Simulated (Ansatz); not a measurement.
# Every step of a relaxation of fcc Bi (111), 4 layers

DFT, PBE, PAW with Ansatz's default frozen-core files, scalar-relativistic (Ansatz 0.2.0); a Γ-centred 12×12×1 k mesh, Fermi–Dirac smearing of 0.05 eV, no spin polarisation. The run relaxes the atoms in the fixed cell.

Command: `ansatz run input.yaml --threads 2 --pin off --max-ram 4096MiB --backend cpu --events-out ev --progress --plain --runs-dir out` It took 36 s on 2 threads of Arm Neoverse V1, on a shared host, peak memory 0.48 GiB.

```yaml
crystal:
  lattice:
    - [3.5519859469, 0.0, 0.0]
    - [-1.7759929734, 3.0761100639, 0.0]
    - [0.0, 0.0, 21.7006]
  atoms:
    - { symbol: Bi, position: [0.0, 0.0, 0.2995319682] }
    - { symbol: Bi, position: [0.333333334, 0.666666666, 0.4331773222] }
    - { symbol: Bi, position: [0.666666667, 0.333333333, 0.566822677] }
    - { symbol: Bi, position: [0.0, 0.0, 0.7004680318] }
kpoints:
  mp_grid: { grid: [12, 12, 1] }
scf:
  occupations: { method: fermi_dirac, width: 0.05 }
hamiltonian:
  xc: pbe
  pseudopotentials: { kind: paw }
output:
  forces: true
  stress: true
  eigenvalues: true
relax:
  f_tol: 0.01
  max_steps: 40
efield:
  axis: 3
  amplitude: 0
  dipole_correction: true
```

Each step lists its free energy a cell above the last geometry, and Cartesian positions (Å) with forces (eV/Å).

The first step:

```
step 1  dF = 71.06 meV
  Bi 0.0000 0.0000 6.5000   0.0000 0.0000 0.1561
  Bi 0.0000 2.0507 9.4002   0.0000 0.0000 -0.4057
  Bi 1.7760 1.0254 12.3004   0.0000 0.0000 0.4057
  Bi 0.0000 0.0000 15.2006   0.0000 0.0000 -0.1561
```

Spin–orbit coupling is left out, which matters for the heavy atoms.

Task: Where does the relaxation end, and by which steps?

Result: After 5 geometries, with a shortest distance of 3.416 Å. The further steps:
```
step 2  dF = 16.32 meV
  Bi 0.0000 0.0000 6.4981   0.0000 0.0000 0.0745
  Bi 0.0000 2.0507 9.3080   0.0000 0.0000 -0.1888
  Bi 1.7760 1.0254 12.3926   0.0000 0.0000 0.1888
  Bi 0.0000 0.0000 15.2025   0.0000 0.0000 -0.0745
step 3  dF = 0.31 meV
  Bi 0.0000 0.0000 6.4965   0.0000 0.0000 -0.0005
  Bi 0.0000 2.0507 9.2254   0.0000 0.0000 -0.0145
  Bi 1.7760 1.0254 12.4753   0.0000 0.0000 0.0145
  Bi 0.0000 0.0000 15.2041   0.0000 0.0000 0.0005
step 4  dF = 0.06 meV
  Bi 0.0000 0.0000 6.4848   0.0000 0.0000 -0.0034
  Bi 0.0000 2.0507 9.2128   0.0000 0.0000 -0.0014
  Bi 1.7760 1.0254 12.4878   0.0000 0.0000 0.0014
  Bi 0.0000 0.0000 15.2158   0.0000 0.0000 0.0034
step 5  dF = 0.00 meV
  Bi 0.0000 0.0000 6.4736   0.0000 0.0000 -0.0022
  Bi 0.0000 2.0507 9.2058   0.0000 0.0000 0.0018
  Bi 1.7760 1.0254 12.4948   0.0000 0.0000 -0.0018
  Bi 0.0000 0.0000 15.2270   0.0000 0.0000 0.0022
```
